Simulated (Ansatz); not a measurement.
Structure: COD 9011998, as refined from experiment and not relaxed.

A run on Si: DFT, PBE, all-electron LAPW, scalar-relativistic (Ansatz 0.2.0). The input:

```yaml
crystal:
  lattice:
    - [0.0, 2.71547, 2.71547]
    - [2.71547, 0.0, 2.71547]
    - [2.71547, 2.71547, 0.0]
  atoms:
    - { symbol: Si, position: [0.5, 0.5, 0.5] }
    - { symbol: Si, position: [0.75, 0.75, 0.75] }
kpoints:
  mp_grid: { grid: [12, 12, 12] }
scf:
  occupations: { method: fermi_dirac, width: 0.08 }
hamiltonian:
  xc: pbe
  pseudopotentials:
    kind: all_electron
    lapw: { basis_error: 0.00025, muffin_tin_radii: { Si: 1.317 } }
output:
  forces: true
  stress: true
  eigenvalues: true
```

Q: Is the run sound, and if not, why?

A: No. The program refused the input. The typed spheres overlap: twice 1.317 Å exceeds the shortest distance, 2.352 Å; smaller radii, or none typed, cure it. It says:
```
Error: `kind: all_electron` solves this crystal on LAPW (the input types lapw, or this build lists no dataset of some species for it), and no LAPW basis is found for it: the given muffin-tin radii of Si and Si, or the smallest supported ones, add up to 2.634 Å, and 2.352 Å are free between these atoms; give smaller radii, or leave one out; where each species has a listed dataset, leave lapw and dirac_shells out and run without spin–orbit coupling, or set another kind (and leave the keys of all_electron out)
```
 The same cell converged in the base run, which differs by not having this change: all sphere radii typed as 1.317 A.
